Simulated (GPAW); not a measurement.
Here is a GPAW 26.7.0 calculation.

Contents of run.py:

```python
import numpy as np
from ase import Atoms
from ase.dft.bandgap import bandgap
from ase.io import write
from ase.units import GPa
from gpaw import GPAW, PW, setup_paths
from gpaw.spinorbit import soc_eigenstates

setup_paths.insert(0, '.')

atoms = Atoms(['Pb', 'Te'],
              cell=[[0.0, 3.231, 3.231],
                    [3.231, 0.0, 3.231],
                    [3.231, 3.231, 0.0]],
              scaled_positions=[[0.0, 0.0, 0.0],
                                [0.5, 0.5, 0.5]],
              pbc=True)

calc = GPAW(mode=PW(600),
            xc='GGA_X_PW91+GGA_C_PW91',
            kpts={'size': (6, 6, 6), 'gamma': True},
            occupations={'name': 'fermi-dirac', 'width': 0.05},
            nbands=19,
            convergence={'density': 1e-05, 'energy': 1e-05},
            maxiter=150,
            txt='gpaw.txt')
atoms.calc = calc
energy = atoms.get_potential_energy()
forces = atoms.get_forces()
stress = atoms.get_stress()
calc.write('gs.gpw')
write('result.traj', atoms)
print(f'Energy: {energy:.6f} eV')
print('Forces (eV/A):')
print(forces.round(4))
print('Stress (GPa):', (stress / GPa).round(3))
print('Fermi level:', round(calc.get_fermi_level(), 4), 'eV')
print(f'Gap: {bandgap(calc)[0]:.4f} eV, direct: {bandgap(calc, direct=True)[0]:.4f} eV')

path = atoms.cell.bandpath('GXWKGLUWLK,UX', npoints=100, eps=1e-4)
bs_calc = calc.fixed_density(kpts=path, symmetry='off', nbands=32,
                             convergence={'bands': 'CBM+6.0', 'eigenstates': 1e-6}, txt='bands.txt')
bs = bs_calc.band_structure()
bs.write('bs.json')
print(f'Gap on the path: {bandgap(bs_calc)[0]:.4f} eV')

soc = soc_eigenstates(bs_calc, theta=0, phi=0)
np.savetxt('soc_bands.dat', soc.eigenvalues(), fmt='%.4f')
mesh = soc_eigenstates('gs.gpw', theta=0, phi=0)
np.savetxt('soc_mesh.dat', mesh.eigenvalues(), fmt='%.4f')
print('Fermi level with spin-orbit coupling:', round(mesh.fermi_level, 4), 'eV')
```

Potentials or basis: PAW data sets generated in the run's folder for this functional, pw.

Command:

```console
$ gpaw-setup -f GGA_X_PW91+GGA_C_PW91 Pb Te
$ OMP_NUM_THREADS=1 python run.py
```

(1) What does it give for the pressure?

(2) Estimate the band gap along the path.

(3) What does it give for the band gap on the k mesh?

## Answers

(1) 1.7 GPa.

(2) 0.13 eV, indirect (least direct gap 0.31 eV).

(3) 0.18 eV, indirect (least direct gap 0.35 eV).

Caveat: spin-orbit coupling was added after a scalar SCF, so levels and gaps hold it while energy, forces, pressure and moments don't; this program's spin-orbit splittings come out too wide for heavy elements.

**Experimental background.**

A printed reference work, monograph reports, for a bulk crystal of TePb at 4.2 K: band gap 0.19 eV (direct).

Against the measured direct gap of TePb, 0.19 eV (direct; 4.2 K; a printed reference work, monograph), the calculated 0.31 eV is off by +0.12 eV. The value is that of PW91, without temperature or zero-point motion.
